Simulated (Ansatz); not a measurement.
# Ge (P6_3/mmc) in Ansatz: phonons with PBEsol

Aim: the phonons of Ge with PBEsol.

All numbers are computed with Ansatz 0.2.0; they aren't measurements. Logs are shortened: lines on timing, memory, paths and dates and some standing lists are left out, and cuts for length are marked.

## (1) The structure

Symmetry: P6_3/mmc, No. 194, hexagonal system. Conventional cell: a = 3.998 Å, b = 3.998 Å, c = 6.599 Å, α = 90.00°, β = 90.00°, γ = 120.00°. Ge (site symmetry 3m) is surrounded by 4 Ge at 2.45 to 2.47 Å.

This isn't the form of Ge at room conditions, which is diamond.

## (2) Phonons, PBEsol

input.yaml

```yaml
crystal:
  lattice:
    - [3.9975858431, 0.0, 0.0]
    - [-1.9987929216, 3.462010894, 0.0]
    - [0.0, 0.0, 6.59937795]
  atoms:
    - { symbol: Ge, position: [0.3333333333, 0.6666666667, 0.93709875] }
    - { symbol: Ge, position: [0.6666666667, 0.3333333333, 0.43709875] }
    - { symbol: Ge, position: [0.3333333333, 0.6666666667, 0.56290125] }
    - { symbol: Ge, position: [0.6666666667, 0.3333333333, 0.06290125] }
kpoints:
  mp_grid: { grid: [8, 8, 4] }
scf:
  occupations: { method: fermi_dirac, width: 0.05 }
hamiltonian:
  xc: pbesol
  pseudopotentials: { kind: all_electron, lapw: { basis_error: 0.002 } }
output: {}
phonons:
  method: fd
  supercell: [1, 1, 1]
```

Potentials or basis: all-electron LAPW, scalar-relativistic.

The run is started by

```sh
$ ansatz run input.yaml --threads 2 --pin off --max-ram 8192MiB --backend cpu --events-out ev --progress --plain --runs-dir out
```

Standard output:

```text
Warning: RAYON_NUM_THREADS=2 ignored (pool sized by the plan → 2); use --threads N
LAPW: plane waves up to 9.083 Å⁻¹, error target 2.0e-3 eV per atom; small_component_spin mean_spin; Ge in spheres of 1.190 Å, 22 of its electrons in bands, Dirac shells [] (how accurate: hamiltonian.pseudopotentials.lapw.basis_error, Limitations)
Engine: ansatz 0.2.0, aarch64-unknown-linux-gnu
Pseudopotentials: kind: all_electron
Pseudopotential: Ge, LAPW, valence charge 22, lapw/all_electron/scalar/gaussian/Ge, Koelling and Harmon's equation, gaussian nucleus
Functional definition: PBEsol
  exchange = pbesol_x
  correlation = pbesol_c
Crystal: 4 atoms, lattice volume = 91.333 Å³
Basis set: ecut = 314.337982920477 eV, 1129 PW (Γ), exchange–correlation at level 2
Bands: 53, of which v1, the nominal top of the filled ones, is band 44 counted from 1 (43 counted from 0)
Symmetry: 24 space group operations
k-points: 30 of 256
Non-local potential: Ge, projectors of the file, none
Initial density: superposition of atomic densities (chi_scale 0.1, normalization cell)
Initial wavefunctions: plane waves of lowest kinetic energy (no species holds an atomic orbital)
Functional: x = pbesol(κ = 0.804, μ = 0.12345679012345678), c = pbesol(β = 0.046)
iter 1 solved again at ethr=9.14e-4 eV; its pass at ethr=1.00e-1 eV (dr2=8.04e-1 eV) is discarded
SCF iter   1: F=—  HF=-228299.515713 eV  |F-HF|=—  |Δ(HF+E_count)|=         —  Δρ=2.89e-2  dr2=8.10e-1  ethr=9.14e-4  ⟨swp⟩=2.1  Hψ=9766  notcnv=0
preconditioner: auto → Kerker (q_TF=auto, 2.711 Å⁻¹)  [metal: Δε(μ)=0.104 eV  Ē_g=23.748 eV  σ=0.050 eV  W_gap=0.47  n_scr=34 (ndim 8)  ℏωp=29.1 eV  f_vac=0.088  D(μ)=0.14/eV (n_scr^D=0)]
SCF iter   2: F=—  HF=-228299.414748 eV  |F-HF|=—  |Δ(HF+E_count)|=   1.01e-1  Δρ=2.00e-2  dr2=4.84e-1  ethr=9.14e-4  ⟨swp⟩=2.0  Hψ=4449  notcnv=0
preconditioner: auto → Resta (q_TF=auto, 2.711 Å⁻¹)  ε∞=2.5  [insulator: Δε(μ)=0.166 eV  Ē_g=24.055 eV  σ=0.050 eV  W_gap=0.68  n_scr=34 (ndim 8)  ℏωp=29.1 eV  f_vac=0.098  D(μ)=0.13/eV (n_scr^D=0)  ε∞_Penn≈2.5]
iter 3 solved again at ethr=3.18e-5 eV; its pass at ethr=5.50e-4 eV (dr2=2.80e-2 eV) is discarded
SCF iter   3: F=—  HF=-228299.349644 eV  |F-HF|=—  |Δ(HF+E_count)|=   6.51e-2  Δρ=4.22e-3  dr2=2.79e-2  ethr=3.18e-5  ⟨swp⟩=2.0  Hψ=7963  notcnv=0
SCF iter   4: F=—  HF=-228299.281654 eV  |F-HF|=—  |Δ(HF+E_count)|=   6.80e-2  Δρ=2.24e-3  dr2=6.58e-3  ethr=3.17e-5  ⟨swp⟩=2.0  Hψ=4447  notcnv=0
SCF iter   5: F=—  HF=-228299.283374 eV  |F-HF|=—  |Δ(HF+E_count)|=   1.72e-3  Δρ=4.65e-4  dr2=3.19e-4  ethr=7.48e-6  ⟨swp⟩=3.0  Hψ=4653  notcnv=0
SCF iter   6: F=—  HF=-228299.283757 eV  |F-HF|=—  |Δ(HF+E_count)|=   3.83e-4  Δρ=1.11e-4  dr2=1.56e-5  ethr=3.63e-7  ⟨swp⟩=3.0  Hψ=4683  notcnv=0
SCF iter   7: F=—  HF=-228299.283789 eV  |F-HF|=—  |Δ(HF+E_count)|=   3.20e-5  Δρ=1.32e-5  dr2=1.65e-7  ethr=1.77e-8  ⟨swp⟩=3.0  Hψ=4694  notcnv=0
SCF iter   8: F=—  HF=-228299.283789 eV  |F-HF|=—  |Δ(HF+E_count)|=   3.97e-7  Δρ=2.34e-6  dr2=7.64e-9  ethr=1.88e-10  ⟨swp⟩=3.0  Hψ=4689  notcnv=0
SCF iter   9: F=-228299.283789 eV  HF=-228299.283789 eV  |F-HF|=1.16e-10  |Δ(HF+E_count)|=   6.49e-9  Δρ=4.59e-7  dr2=1.63e-10  ethr=8.68e-12  ⟨swp⟩=3.0  Hψ=4693  notcnv=0
SCF 1 converged in 9 iterations: F = -228299.283789 eV  dr2 = 1.63e-10
Symmetry: 2 space group operations
k-points: 78 of 256 (time reversal used)
Initial density: handed on by an earlier stage of this run
Initial wavefunctions: plane waves of lowest kinetic energy (no species holds an atomic orbital; no wavefunctions were taken with the density)
iter 1 solved again at ethr=2.05e-7 eV; its pass at ethr=1.00e-1 eV (dr2=1.80e-4 eV) is discarded
SCF iter   1: F=—  HF=-228299.283305 eV  |F-HF|=—  |Δ(HF+E_count)|=         —  Δρ=3.30e-4  dr2=1.53e-4  ethr=2.05e-7  ⟨swp⟩=5.2  Hψ=33245  notcnv=0
preconditioner: auto → Resta (q_TF=auto, 2.711 Å⁻¹)  ε∞=2.5  [insulator: Δε(μ)=0.115 eV  Ē_g=23.841 eV  σ=0.050 eV  W_gap=0.51  n_scr=34 (ndim 8)  ℏωp=29.1 eV  f_vac=0.176  D(μ)=0.14/eV (n_scr^D=0)  ε∞_Penn≈2.5]
SCF iter   2: F=—  HF=-228299.283267 eV  |F-HF|=—  |Δ(HF+E_count)|=   3.79e-5  Δρ=1.63e-4  dr2=2.36e-5  ethr=1.74e-7  ⟨swp⟩=2.0  Hψ=11557  notcnv=0
SCF iter   3: F=—  HF=-228299.283262 eV  |F-HF|=—  |Δ(HF+E_count)|=   5.06e-6  Δρ=5.13e-5  dr2=2.50e-6  ethr=2.68e-8  ⟨swp⟩=2.2  Hψ=11573  notcnv=0
iter 4 solved again at ethr=1.90e-10 eV; its pass at ethr=2.84e-9 eV (dr2=1.67e-7 eV) is discarded
SCF iter   4: F=—  HF=-228299.283262 eV  |F-HF|=—  |Δ(HF+E_count)|=   2.43e-7  Δρ=1.21e-5  dr2=1.66e-7  ethr=1.90e-10  ⟨swp⟩=2.0  Hψ=19996  notcnv=0
SCF iter   5: F=—  HF=-228299.283262 eV  |F-HF|=—  |Δ(HF+E_count)|=   5.70e-8  Δρ=4.30e-6  dr2=2.28e-8  ethr=1.89e-10  ⟨swp⟩=2.0  Hψ=11558  notcnv=0
SCF iter   6: F=—  HF=-228299.283261 eV  |F-HF|=—  |Δ(HF+E_count)|=   4.54e-9  Δρ=1.65e-6  dr2=3.59e-9  ethr=2.59e-11  ⟨swp⟩=2.8  Hψ=11662  notcnv=0
SCF iter   7: F=-228299.283261 eV  HF=-228299.283261 eV  |F-HF|=2.91e-11  |Δ(HF+E_count)|=   2.59e-9  Δρ=3.50e-7  dr2=1.68e-10  ethr=5.43e-12 (applied; sched 4.08e-12)  ⟨swp⟩=3.0  Hψ=12085  notcnv=0
SCF 2 converged in 7 iterations: F = -228299.283261 eV  dr2 = 1.68e-10
iter 1 solved again at ethr=2.01e-7 eV; its pass at ethr=1.00e-1 eV (dr2=1.77e-4 eV) is discarded
SCF iter   1: F=—  HF=-228299.283250 eV  |F-HF|=—  |Δ(HF+E_count)|=         —  Δρ=3.30e-4  dr2=1.52e-4  ethr=2.01e-7  ⟨swp⟩=5.2  Hψ=33267  notcnv=0
preconditioner: auto → none  [metal: Δε(μ)=0.096 eV  Ē_g=23.842 eV  σ=0.050 eV  W_gap=0.44  n_scr=34 (ndim 8)  ℏωp=29.1 eV  f_vac=0.176  D(μ)=0.15/eV (n_scr^D=0)]
SCF iter   2: F=—  HF=-228299.283220 eV  |F-HF|=—  |Δ(HF+E_count)|=   3.05e-5  Δρ=1.47e-4  dr2=6.06e-5  ethr=1.73e-7  ⟨swp⟩=3.0  Hψ=11803  notcnv=0
SCF iter   3: F=—  HF=-228299.283210 eV  |F-HF|=—  |Δ(HF+E_count)|=   1.01e-5  Δρ=8.75e-5  dr2=1.43e-5  ethr=6.89e-8  ⟨swp⟩=2.8  Hψ=11658  notcnv=0
SCF iter   4: F=—  HF=-228299.283207 eV  |F-HF|=—  |Δ(HF+E_count)|=   2.19e-6  Δρ=4.14e-5  dr2=2.30e-6  ethr=1.63e-8  ⟨swp⟩=2.0  Hψ=11557  notcnv=0
iter 5 solved again at ethr=1.85e-10 eV; its pass at ethr=2.62e-9 eV (dr2=1.62e-7 eV) is discarded
SCF iter   5: F=—  HF=-228299.283207 eV  |F-HF|=—  |Δ(HF+E_count)|=   2.71e-7  Δρ=1.15e-5  dr2=1.63e-7  ethr=1.85e-10  ⟨swp⟩=2.0  Hψ=19994  notcnv=0
SCF iter   6: F=—  HF=-228299.283207 eV  |F-HF|=—  |Δ(HF+E_count)|=   1.94e-8  Δρ=2.36e-6  dr2=3.78e-9  ethr=1.85e-10  ⟨swp⟩=2.0  Hψ=11560  notcnv=0
SCF iter   7: F=-228299.283207 eV  HF=-228299.283207 eV  |F-HF|=3.20e-10  |Δ(HF+E_count)|=   1.75e-9  Δρ=4.45e-7  dr2=2.13e-10  ethr=5.25e-12 (applied; sched 4.30e-12)  ⟨swp⟩=2.4  Hψ=11606  notcnv=0
SCF 3 converged in 7 iterations: F = -228299.283207 eV  dr2 = 2.13e-10
SCF converged after 9 iterations
Free energy (F): -228299.283789 eV
Harris-Foulkes:  -228299.283789 eV  (|F-HF|=1.16e-10)
Internal energy: -228299.282477 eV  (E = F + TS)
E sigma→0 (E₀):  -228299.283133 eV
Entropy (-TS):   -0.001312 eV (-0.328 meV/atom)
Fermi energy:    9.773657 eV
--- Per-component energies (eV) ---
  E_band       = -4184.911681
  E_kinetic    = 233062.486382
  E_xc         = -8512.131177
  E_electrostatic = -452849.637682  (all electrons and nuclei)
  E_smearing   = -0.001312  (= −TS)
  E_closure    = 0.000000  (closes the sum)
  E_atoms      = -228279.676078  (free atoms, spherical and without spin; not in F)
  Σ components = -228299.283789   (vs F -228299.283789, Δ=0.00e0)
  Basis errors (estimates in eV, not in F): energy 8.4e-4 per atom: plane waves 7.7e-4 (4.7e-4 summed), levels above the bands 5.1e-63, relativity 6.4e-9, radial functions 7.5e-5, core shells 1.1e-10; eigenvalues (radial functions only) 4.0e-7; not estimated: angular momenta, meshes, grids; target (lapw.basis_error) 2.0e-3; muffin-tin radii Ge 1.190 Å
--- Forces (eV/Å), atoms counted from 1 ---
  atom   1  Ge    -0.00000000     0.00000000    -0.00474024
  atom   2  Ge     0.00000000    -0.00000000    -0.00474024
  atom   3  Ge    -0.00000000     0.00000000     0.00474024
  atom   4  Ge     0.00000000    -0.00000000     0.00474024
  max |Σ_I F_I| component: 6.94e-18 eV/Å
--- Band table (eV; the first three rows and the last of 30) ---
  k-point 0: bands = ["-153.6675", "-153.6670", "-153.6657", "-153.6652", "-100.9812", "-100.9800", "-100.9788", "-100.9788", "-100.9783", "-100.9783", "-100.9743", "-100.9731", "-100.9697", "-100.9697", "-100.9692", "-100.9692", "-15.1097", "-15.1097", "-15.0716", "-15.0716", "-15.0714", "-15.0583", "-15.0461", "-15.0461", "-14.9940", "-14.9940", "-14.8698", "-14.8698", "-14.8561", "-14.8403", "-14.8362", "-14.8362", "-14.8186", "-14.8186", "-14.7885", "-14.7885", "-3.0127", "-0.9669", "2.1478", "8.2993", "8.2993", "9.6218", "9.6403", "9.7359", "9.9015", "9.9015", "12.0194", "12.0194", "12.5072", "14.3093", "14.3093", "15.7299", "17.0722"]
  k-point 1: bands = ["-153.6674", "-153.6671", "-153.6656", "-153.6653", "-100.9810", "-100.9802", "-100.9787", "-100.9787", "-100.9784", "-100.9784", "-100.9741", "-100.9733", "-100.9696", "-100.9696", "-100.9692", "-100.9692", "-15.1055", "-15.1055", "-15.0803", "-15.0803", "-15.0688", "-15.0595", "-15.0365", "-15.0365", "-15.0016", "-15.0016", "-14.8641", "-14.8641", "-14.8545", "-14.8432", "-14.8412", "-14.8412", "-14.8131", "-14.8131", "-14.7923", "-14.7923", "-2.8252", "-1.4893", "3.0495", "7.2643", "8.4639", "8.4639", "9.5413", "9.5413", "9.8418", "11.0510", "12.3856", "12.3856", "13.0081", "13.9047", "13.9047", "16.2282", "17.6165"]
  k-point 2: bands = ["-153.6673", "-153.6673", "-153.6654", "-153.6654", "-100.9806", "-100.9806", "-100.9785", "-100.9785", "-100.9785", "-100.9785", "-100.9737", "-100.9737", "-100.9694", "-100.9694", "-100.9694", "-100.9694", "-15.0944", "-15.0944", "-15.0944", "-15.0944", "-15.0635", "-15.0635", "-15.0188", "-15.0188", "-15.0188", "-15.0188", "-14.8521", "-14.8521", "-14.8521", "-14.8521", "-14.8495", "-14.8495", "-14.8021", "-14.8021", "-14.8021", "-14.8021", "-2.2820", "-2.2820", "4.9559", "4.9559", "8.9239", "8.9239", "8.9239", "8.9239", "10.4171", "10.4171", "13.1208", "13.1208", "13.1208", "13.1208", "15.3061", "15.3061", "17.0816"]
  k-point 29: bands = ["-153.6666", "-153.6666", "-153.6661", "-153.6661", "-100.9815", "-100.9815", "-100.9793", "-100.9793", "-100.9768", "-100.9768", "-100.9729", "-100.9729", "-100.9711", "-100.9711", "-100.9686", "-100.9686", "-15.1238", "-15.1238", "-15.1021", "-15.1021", "-15.0374", "-15.0374", "-14.9761", "-14.9761", "-14.9605", "-14.9605", "-14.9177", "-14.9177", "-14.8929", "-14.8929", "-14.8651", "-14.8651", "-14.7917", "-14.7917", "-14.7679", "-14.7679", "-0.0188", "-0.0188", "1.7047", "1.7047", "5.6378", "5.6378", "7.7054", "7.7054", "10.9795", "10.9795", "13.9478", "13.9478", "14.5108", "14.5108", "16.8739", "16.8739", "17.8444"]
--- Phonons: 2 displaced members + reference (amplitude 0.01 Å, Σ member SCF iterations 14) ---
  symmetry images taken by strict's conditions (phonons.symmetry_images: auto; settled by no image being taken that strict refuses)
  ASR residual: 1.807e-4 → 0.000e0 eV/Å²; symmetrization residual: 7.105e-15 eV/Å²
  largest component of a force at the reference: 4.7e-3 eV/Å
  ASR residual per site (eV/Å²): 1.81e-4 1.81e-4 1.81e-4 1.81e-4
  Γ frequencies (cm⁻¹): 0.00 0.00 0.00 50.34 50.34 209.66 233.92 274.77 274.77 284.92 284.92 285.49
  density of states and harmonic sums: on the 18×18×10 q-mesh, interpolated from the force constants of a 1×1×1 supercell (no non-analytic term)
  largest difference from the sums on the solved wave vectors: F 3.56e-1 eV, S 6.15e-4 and C_V 2.58e-4 eV/K
  zero-point energy: 0.143932 eV/cell   skipped modes (ω ≤ 0): 3   left out of the sums: 7.72e-5 of the cell's modes: C_V's classical limit lies that fraction below 3 k_B per atom; for a crystal, a wire or a layer, F and S can be off by more, and a phonons.interpolated_qmesh denser along its periods is the remedy for the sampling
```

Run time: 3.2 min. Hardware: 2 threads of Arm Neoverse V2, shared host; peak memory 0.75 GiB.

Results:

```
Free energy                   : -228299.2838 eV
Largest force                 : 0.005 eV/Å
Band gap on the k mesh        : 0.11 eV, indirect (least direct gap 0.17 eV)
Highest phonon frequency at Γ : 285 cm⁻¹
```

Forces on the atoms (eV/Å):
```
Ge   0.000  0.000 -0.005
Ge   0.000  0.000 -0.005
Ge   0.000  0.000  0.005
Ge   0.000  0.000  0.005
```

Phonon frequencies in cm⁻¹ (negative: imaginary):
```tsv
q point	frequencies
(0.000, 0.000, 0.000)	0 0 0 50 50 210 234 275 275 285 285 285
```
